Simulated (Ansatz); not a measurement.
## What DFT gives for BaTiO3

```
CELL_PARAMETERS angstrom
-3.98949 -2.83974 2.84800
0.00000 0.00000 5.69599
-3.98949 2.83974 2.84800
ATOMIC_POSITIONS crystal
Ba 0.00000 0.00000 0.00000
Ba 0.50000 0.50000 0.50000
Ti 0.25000 0.26240 0.25000
Ti 0.75000 0.76240 0.75000
O 0.00000 0.48740 0.00000
O 0.50000 0.98740 0.50000
O 0.49330 0.49854 0.00670
O 0.99330 0.99854 0.50670
O 0.00670 0.49854 0.49330
O 0.50670 0.99854 0.99330
```

The numbers come from plane-wave PAW DFT (Ansatz): PBE, with U_eff = 4.06 eV on Ti d (all-electron-ortho-atomic projectors), collinear spin, 420 eV, 4×4×4 Γ-centred k points, gaussian occupations (width 0.1208 eV). Nothing was relaxed.

The state carries no moments; the state need not be the lowest.

**Electronic structure.** The gap is 2.35 eV, direct at the points sampled.
**Charges.** Bader charges in e: Ba +1.53, Ti +2.34, O -1.29. In the mean Ti gives up most and O takes most.
**Stress.** The pressure is 3.1 GPa (compression positive), so with the atoms held at these fractions the cell would first expand.
**Band edges.** Within 0.7 eV of the edges, the states project mainly on O p (95 %) below the gap and on Ti d (89 %) above it.

Origin: a database entry at a rescaled volume. Caveats: the input typed no starting moments.
